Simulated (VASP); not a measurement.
Runs of VASP 6.6.1 on SnO2. It takes space group P4_2/mnm (No. 136, tetragonal). The conventional cell has a = 4.771 Å, b = 4.771 Å, c = 3.217 Å, α = 90.00°, β = 90.00°, γ = 90.00°. Sn (site symmetry mmm) has 6 O at 2.07 Å as nearest neighbours. O (site symmetry m2m) has 3 Sn at 2.07 Å as nearest neighbours. 

```csv
task,level,spin,cell,k mesh,cutoff (eV),gap on the mesh (eV),pressure (GPa),largest force (eV/Å)
band structure,r2SCAN,off,"P4_2/mnm, 12.2 Å³/atom",6 × 6 × 8,520,1.68,-1.0,(a)
band structure,PBEsol,off,"P4_2/mnm, 12.2 Å³/atom",6 × 6 × 8,520,0.88,0.1,-
relaxation of cell and atoms,PBEsol,off,relaxed,6 × 6 × 8,600,0.89,0.0,0.01
band structure,PBEsol,"SOC, no magnetisation","P4_2/mnm, 12.2 Å³/atom",4 × 4 × 6,520,-,0.1,-
band structure,TB-mBJ,off,"P4_2/mnm, 12.2 Å³/atom",6 × 6 × 8,520,(b),-,-
```

Alike in all rows: potentials or basis VASP PAW PBE potentials, release 64 (Sn_d, O); smearing gaussian 0.03 eV.

Question: Estimate the missing entries.

Answer: (a) 0.04; (b) 2.86.

Caveats: the PAW data sets were made with another functional, which shifts forces and pressure a little; spin-orbit coupling is left out, which moves the levels of the heavy elements (some runs).

A k mesh can miss the band edges, and rows without SOC leave out spin-orbit coupling on Sn.
